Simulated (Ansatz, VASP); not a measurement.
**Cu in VASP and in Ansatz**

```
Cu
1.0
    -1.43293    1.43293    1.43293
     1.43293   -1.43293    1.43293
     1.43293    1.43293   -1.43293
Cu
1
Direct
  0.00000 0.00000 0.00000
```

Change from the starting cell: volume scaled by 0.98, PAW files.

Alike in both runs: task electric field gradients; functional PBE; k mesh 16 × 16 × 16; occupations fermi-dirac, width 0.08 eV; no spin polarisation.

|  | VASP | Ansatz |
| --- | --- | --- |
| version | VASP 6.6.1 | Ansatz 0.2.0 |
| potentials or method | VASP PAW PBE potentials, release 64 (Cu) | PAW with Ansatz's default frozen-core files, scalar-relativistic |
| plane-wave cutoff (eV) | 520 | 420 |
| valence electrons in the cell | 11 | 19 |

VASP gave:

* pressure (GPa): 3.5
* Vzz of the field gradient on the site that differs most (V/Å²): 0.0

Problem. Which values does Ansatz return?

Solution. Pressure (GPa): 2.9; Vzz of the field gradient on the site that differs most (V/Å²): 0.0.

The two sets of potentials don't hold the same shells in valence.
